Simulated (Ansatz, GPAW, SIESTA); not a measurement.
# Cost and result for the bulk modulus of Pd

The structure is cubic, space group Fm-3m (No. 225). Conventional cell: a = 3.893 Å, b = 3.893 Å, c = 3.893 Å, α = 90.00°, β = 90.00°, γ = 90.00°. Pd (site symmetry m-3m) has 12 Pd at 2.75 Å as nearest neighbours.

```tsv
rung	level	program and potentials	cutoff (eV)	k mesh	smearing	core time	chip	bulk modulus (GPa)	notes
GGA	PBE	Ansatz, Ansatz PAW	420	12 × 12 × 12	fermi-dirac 0.05	6.3 s	Arm Neoverse V2	167.5	-
LDA	LDA	Ansatz, Ansatz PAW	420	12 × 12 × 12	fermi-dirac 0.05	7.6 s	AMD EPYC 7R13 Zen 3	228.6	potentials made for PBE, which Ansatz adapts in part
GGA + dispersion	BLYP+D3(BJ)	Ansatz, Ansatz PAW	420	12 × 12 × 12	fermi-dirac 0.05	8 s	Arm Neoverse V1	189.1	potentials made for PBE, which Ansatz adapts in part
GGA	PBE	Ansatz, SPMS NC	653	12 × 12 × 12	fermi-dirac 0.05	9 s	Arm Neoverse V2	168.9	-
GGA	PBE	Ansatz, Ansatz PAW (files of its older set among them)	600	12 × 12 × 12	fermi-dirac 0.05	9 s	Arm Neoverse V2	168.1	-
meta-GGA	r2SCAN	Ansatz, Ansatz PAW	500	12 × 12 × 12	fermi-dirac 0.05	16 s	AMD EPYC 7R13 Zen 3	185.8	potentials made for PBE, which Ansatz adapts in part
GGA	PBE	Ansatz, PseudoDojo stringent	1116	12 × 12 × 12	fermi-dirac 0.05	18 s	Arm Neoverse V2	169.7	-
GGA	PBE	Ansatz, Ansatz NC	1116	12 × 12 × 12	fermi-dirac 0.05	19 s	Arm Neoverse V2	168.1	-
GGA	PBE	Ansatz, JTH PAW	1110	12 × 12 × 12	fermi-dirac 0.05	23 s	Arm Neoverse V2	168.2	-
LDA	LDA	GPAW, the program's PAW data sets (release 1.2.1) made for this functional	600	9 × 9 × 9	fermi-dirac 0.05	28 s	Arm Neoverse V2	228.5	-
GGA	PBEint	GPAW, PAW data sets generated for this functional	600	9 × 9 × 9	fermi-dirac 0.05	32 s	Arm Neoverse V2	196.7	-
GGA	PBEsol	GPAW, PAW data sets generated for this functional	600	9 × 9 × 9	fermi-dirac 0.05	35 s	Arm Neoverse V2	205.8	-
GGA	BP86	GPAW, PAW data sets generated for this functional	600	9 × 9 × 9	fermi-dirac 0.05	36 s	AMD EPYC 7R13 Zen 3	167.7	-
GGA + dispersion	PBEsol+D4	GPAW, PAW data sets generated for this functional	600	9 × 9 × 9	fermi-dirac 0.05	37 s	Arm Neoverse V2	217.0	-
GGA + dispersion	OLYP+D4	GPAW, PAW data sets generated for this functional	600	9 × 9 × 9	fermi-dirac 0.05	43 s	Arm Neoverse V1	199.7	-
GGA	PBE	GPAW, SG15 ONCV 1.2	1100	9 × 9 × 9	fermi-dirac 0.05	1.7 min	Intel Xeon Platinum 8488C Sapphire Rapids	163.0	-
GGA	PBE	GPAW, SG15 ONCV 1.2	1100	12 × 12 × 12	fermi-dirac 0.05	1.9 min	Intel Xeon 6975P-C Granite Rapids	160.9	-
GGA	PBE	SIESTA, files PseudoDojo sr-pbe-0.4.1-standard, DZP (energy shift 0.003 Ry; two zetas on semicore shells)	-	12 × 12 × 12	fermi-dirac 0.05	4.9 min	Arm Neoverse V1	155.3	atomic basis; noisy fit
```

Times are single runs on shared hosts and different chips, so they are rough; meshes, cutoffs and the tasks' sizes weigh on the time. Task: equation of state. All rows: no spin polarisation. Smearing widths are in eV. The cell comes from a database and isn't always the measured one. For a metal such meshes aren't converged. Meshes differ between rows, which moves values too. Meshes are those of the run's cell of 1 atom unless a note names another. Runs on faulty files, with rough fits or with known faults for this quantity aren't shown. No row holds spin-orbit coupling.

By rung: LDA 228.5 to 228.6; GGA 160.9 to 205.8; GGA + dispersion 189.1 to 217.0; meta-GGA 185.8; GGA in atomic bases 155.3 (GPa).
